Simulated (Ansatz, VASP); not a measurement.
**One calculation of SnO, two programs**

The input INCAR:

```
PREC = Accurate ; ENCUT = 520
EDIFF = 1E-6 ; ISMEAR = -1
SIGMA = 0.05 ; LREAL = F
LASPH = T ; NELM = 60
ALGO = Normal ; ISIF = 2
LWAVE = F ; LCHARG = T
GGA = CA ; LELF = T
LVHAR = T ; NBANDS = 28
```

Contents of KPOINTS:

```
Automatic mesh
0
Gamma
  4 4 3
```

POSCAR

```
SnO
1.0
    3.8136952200      0.0000000000      0.0000000000
    0.0000000000      3.8136952200      0.0000000000
    0.0000000000      0.0000000000      4.8869133000
Sn O
2 2
Direct
    0.5000000000      0.0000000000      0.7646261400
    0.0000000000      0.5000000000      0.2353738600
    0.0000000000      0.0000000000      0.0000000000
    0.5000000000      0.5000000000      0.0000000000
```

input.yaml

```yaml
crystal:
  lattice:
    - [3.81369522, 0.0, 0.0]
    - [0.0, 3.81369522, 0.0]
    - [0.0, 0.0, 4.8869133]
  atoms:
    - { symbol: Sn, position: [0.5, 0.0, 0.76462614] }
    - { symbol: Sn, position: [0.0, 0.5, 0.23537386] }
    - { symbol: O, position: [0.0, 0.0, 0.0] }
    - { symbol: O, position: [0.5, 0.5, 0.0] }
hamiltonian:
  xc: lda
  pseudopotentials: { kind: paw }
kpoints:
  mp_grid: { grid: [4, 4, 3] }
scf:
  occupations: { method: fermi_dirac, width: 0.05 }
  n_extra_bands: 10
output:
  forces: true
  stress: true
  eigenvalues: true
  dos: { projected: true, de: 0.05, nscf_kmesh: { grid: [6, 6, 5] } }
```

The cell is a database's computed one.

Alike in both runs: functional LDA; k mesh 4 × 4 × 3; occupations fermi-dirac, width 0.05 eV; no spin polarisation.

```csv
,VASP,Ansatz
version,VASP 6.6.1,Ansatz 0.2.0
potentials or method,"VASP PAW LDA potentials, release 64 (Sn_d, O)",Ansatz PAW
plane-wave cutoff (eV),520,420
valence electrons in the cell,40,40
task,single point,projected density of states
```

|  | VASP | Ansatz | Ansatz less VASP |
| --- | --- | --- | --- |
| gap on the k mesh at the Fermi level (eV) | 0.22 | 0.23 | +0.012 |
| least direct gap on the mesh (eV) | 2.03 | 2.06 | +0.033 |
| pressure (GPa) | -3.0 | -3.3 | -0.30 |
| largest component of the traceless stress (GPa) | 0.37 | 0.35 | -0.027 |
| rms of the force components (eV/Å) | 0.044 | 0.088 | +0.0447 |

Atom by atom the forces differ by 0.045 eV/Å (rms over components).

Caveats: the k mesh is coarse (spacing up to 0.43 Å⁻¹), so the values aren't converged; spin-orbit coupling is left out, which moves the levels of the heavy elements; an odd mesh through Γ misses points on the zone boundary, where band edges often lie (VASP); odd divisions of the mesh miss points on the zone boundary, where band edges often lie, so the gap on the mesh can be too wide (Ansatz); the pressure holds a Pulay correction of +0.6 GPa for the finite cutoff (Ansatz); the PAW data sets come from PBE, with cores solved anew for the run's functional, which leaves a small shift of forces and pressure (Ansatz); the density of states is complete only up to the lowest level of the last band computed (Ansatz).
